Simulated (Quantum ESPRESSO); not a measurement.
The system is P.

```
CELL_PARAMETERS angstrom
1.64774 -5.46504 0.00000
1.64774 5.46504 0.00000
0.00000 0.00000 4.54364
ATOMIC_POSITIONS crystal
P 0.90414 0.09586 0.58882
P 0.09586 0.90414 0.41118
P 0.59586 0.40414 0.08882
P 0.40414 0.59586 0.91118
```

Base run:

| Property | Result |
| --- | --- |
| Program | Quantum ESPRESSO 7.5 |
| Functional | r2SCAN |
| Potentials or basis | SG15 PBE 1.2 |
| Cutoff | 599 eV |
| Density cutoff | 2395 eV |
| k mesh | 8 × 8 × 6 |
| Occupations | fermi-dirac, width 0.05 eV |
| Spin | no spin polarisation |

Its results: band gap on the k mesh 0.21 eV, direct; pressure 1.1 GPa; largest force 0.226 eV/Å.

Question: The run is repeated on the same cell with these changes: functional from r2SCAN to PBEsol; potentials or basis from SG15 PBE 1.2 to GBRV 1.5 PBEsol; cutoff from 599 eV to 612 eV; density cutoff from 2395 eV to 4898 eV. What comes out?

Answer: Band gap on the k mesh 0.01 eV, direct; pressure -0.6 GPa; largest force 0.296 eV/Å.

Caveats: the potentials were made for another functional, which shifts forces and pressure (some runs); some levels on the path didn't converge (some runs).
